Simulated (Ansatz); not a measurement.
Runs of Ansatz 0.2.0 on TiO2. It takes space group R-3m (No. 166, trigonal). Conventional cell: a = 2.995 Å, b = 2.995 Å, c = 20.945 Å, α = 90.00°, β = 90.00°, γ = 120.00°. Ti (site symmetry -3m) has 6 O at 1.98 Å as nearest neighbours. O (site symmetry 3m) is surrounded by 3 Ti at 1.98 Å. Measurements of this composition are mostly on another form, of space group No. 141.

| screening (1/Å) | gap on the mesh (eV) | pressure (GPa) | largest force (eV/Å) |
| --- | --- | --- | --- |
| 0.2 | 4.37 | -5.1 | 0.73 |
| 0.4 | 3.86 | -4.7 | 0.68 |
| 0.3 | 4.08 | -4.9 | 0.71 |
| 0.1 | 4.71 | -5.2 | (a) |
| 0.6 | 3.54 | -4.0 | 0.59 |
| 0.15 | (b) | -5.2 | 0.73 |

Alike in all rows: task single point; level HSE06 form with a typed share of exact exchange; potentials or basis Ansatz PAW; no spin polarisation; cell as given; k mesh 5 × 5 × 5; cutoff (eV) 420; smearing fermi-dirac 0.05 eV; the mesh is coarse, so values aren't converged.

Question: Fill in the values left out.

Answer: (a) 0.74; (b) 4.53.

Caveats: all runs use coarse meshes; odd divisions of the mesh miss points on the zone boundary, where band edges often lie, so the gap on the mesh can be too wide; the PAW data sets come from PBE, with cores solved anew for the run's functional, which leaves a small shift of forces and pressure; the thresholds are loose for stress.

A k mesh can miss the band edges.
